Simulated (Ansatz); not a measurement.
# Pressure coefficients of MgF₂

```cif
data_structure
_symmetry_space_group_name_H-M 'P 1'
_symmetry_Int_Tables_number 1
_cell_length_a 4.6213
_cell_length_b 4.6213
_cell_length_c 3.0159
_cell_angle_alpha 90.000
_cell_angle_beta 90.000
_cell_angle_gamma 90.000
_cell_volume 64.41
loop_
_atom_site_label
_atom_site_type_symbol
_atom_site_fract_x
_atom_site_fract_y
_atom_site_fract_z
_atom_site_occupancy
Mg1 Mg 0.00000 0.00000 0.00000 1
Mg2 Mg 0.50000 0.50000 0.50000 1
F1 F 0.30280 0.30280 0.00000 1
F2 F 0.19720 0.80280 0.50000 1
F3 F 0.69720 0.69720 0.00000 1
F4 F 0.80280 0.19720 0.50000 1
```

The runs use the primitive cell with vectors (4.621, 0.000, 0.000), (0.000, 4.621, 0.000), (0.000, 0.000, 3.016) Å, to which the k mesh refers.

The geometry is COD entry 9007534, unchecked; take it as a test cell.

These are results of Ansatz 0.2.0, DFT, PBE, all-electron LAPW, scalar-relativistic, not measurements.

The runs use a Γ-centred 5×5×7 k mesh, Fermi–Dirac smearing of 0.02 eV, basis error target 1 meV/atom, no spin polarisation.

The cell is scaled evenly with fractional coordinates held. Semilocal gaps are too small, but their slopes carry over better.

| V/V(cell) | P (GPa) | gap on the k mesh (eV) |
| --- | --- | --- |
| 0.9400 | 14.62 | 7.680 |
| 0.9600 | 11.54 | 7.525 |
| 0.9800 | 8.76 | 7.375 |
| 0.9900 | 7.47 | 7.302 |
| 1.0000 | 6.25 | 7.231 |
| 1.0100 | 5.08 | 7.160 |
| 1.0200 | 3.97 | 7.091 |
| 1.0400 | 1.92 | 6.957 |

(1) From the rows at 0.9900 and 1.0100, what is the bulk modulus at the cell's volume?

(2) What are the gap's volume deformation potential and pressure coefficient?

(3) Predict the row at V/V(cell) = 1.0600. How far is a linear estimate of P off?

Results:

(1) B = −ΔP/Δln V = −[(5.08) − (7.47)]/0.02000 = 119.5 GPa. This is the modulus at 6.25 GPa, not at zero pressure.

(2) dEg/dln V = (7.160 − 7.302)/0.02000 = -7.10 eV, and dEg/dP = −(dEg/dln V)/B = 59 meV/GPa: pressure widens the gap.

(3) P = 0.06 GPa, gap 6.827 eV. The linear estimate P(cell) − B ln(V/V(cell)) = -0.71 GPa misses by 0.77 GPa, since the modulus falls on expansion.
